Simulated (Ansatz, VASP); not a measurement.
Sb: VASP beside Ansatz

File INCAR:

```
PREC = Accurate
ENCUT = 520
EDIFF = 1E-6
ISMEAR = -1
SIGMA = 0.1
LREAL = F
LASPH = T
NELM = 80
ALGO = Normal
ISIF = 2
LWAVE = F
LCHARG = F
GGA = CA
NBANDS = 12
```

Contents of KPOINTS:

```
regular mesh
0
Gamma
  10 10 10
```

POSCAR

```
Sb
1.0
    0.0000000000      2.7036962017      2.7036962017
    2.7036962017      0.0000000000      2.7036962017
    2.7036962017      2.7036962017      0.0000000000
Sb
2
Direct
   -0.1250000000     -0.1250000000     -0.1250000000
    0.1250000000      0.1250000000      0.1250000000
```

Input for Ansatz:

```yaml
crystal:
  lattice:
    - [0.0, 2.7036962017, 2.7036962017]
    - [2.7036962017, 0.0, 2.7036962017]
    - [2.7036962017, 2.7036962017, 0.0]
  atoms:
    - { symbol: Sb, position: [-0.125, -0.125, -0.125] }
    - { symbol: Sb, position: [0.125, 0.125, 0.125] }
kpoints:
  mp_grid: { grid: [10, 10, 10] }
scf:
  occupations: { method: fermi_dirac, width: 0.1 }
hamiltonian:
  xc: lda
  pseudopotentials: { kind: all_electron, lapw: { basis_error: 0.001 } }
output:
  forces: true
  stress: true
  eigenvalues: true
  populations: true
```

Change from the starting cell: volume scaled by 0.5, LAPW.

Alike in both runs: task single point; functional LDA; k mesh 10 × 10 × 10; occupations fermi-dirac, width 0.1 eV; no spin polarisation.

|  | VASP | Ansatz |
| --- | --- | --- |
| version | VASP 6.6.1 | Ansatz 0.2.0 |
| potentials or method | VASP PAW LDA potentials, release 64 (Sb) | all-electron LAPW, scalar-relativistic |
| plane-wave cutoff (eV) | 520 | see its input |

|  | VASP | Ansatz | Ansatz less VASP |
| --- | --- | --- | --- |
| pressure (GPa) | 111.6 | 109.5 | -2.12 |

Ansatz ran all-electron here, so the differences hold the error of VASP's frozen core and of both bases.

Caveats: the cell as given lies far from equilibrium; so large a pressure means that the cell lies far from this level's equilibrium, or that cutoff or potentials fall short (VASP). The runs have no spin-orbit coupling, so splittings on Sb are missing.
